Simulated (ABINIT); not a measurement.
Crystal: ZrS2.

```
Zr S
1.0
     3.69138    0.00000    0.00000
    -1.84569    3.19683    0.00000
     0.00000    0.00000    6.04108
Zr S
1 2
Direct
  0.00000 0.00000 0.00000
  0.33333 0.66667 0.23791
  0.66667 0.33333 0.76209
```

The cell is a database's computed one.

Base run:

```yaml
Program: ABINIT 10.8.3 (patched build)
Functional: PBEsol
Potentials_or_basis: JTH PAW PBE v2.0
Cutoff: 544 eV
k_mesh: 8 × 8 × 5
Occupations: fermi-dirac, width 0.05 eV
Spin: no spin polarisation
Hubbard_terms: Zr d U = 2 eV
```

Its results: band gap on the k mesh 1.13 eV, indirect (least direct gap 1.79 eV); pressure -1.4 GPa; largest force 0.038 eV/Å.

Q: The run is repeated on the same cell with these changes: hubbard terms from Zr d U = 2 eV to Zr d U = 0 eV. What comes out?

A: Band gap on the k mesh 0.98 eV, indirect (least direct gap 1.59 eV); pressure -2.6 GPa; largest force 0.157 eV/Å.

Caveats: the PAW data sets were made with another functional, which shifts forces and pressure a little; an odd mesh through Γ misses points on the zone boundary, where band edges often lie; this functional lacks dispersion, which binds the layers, so the pressure and a relaxed spacing across them are unreliable.
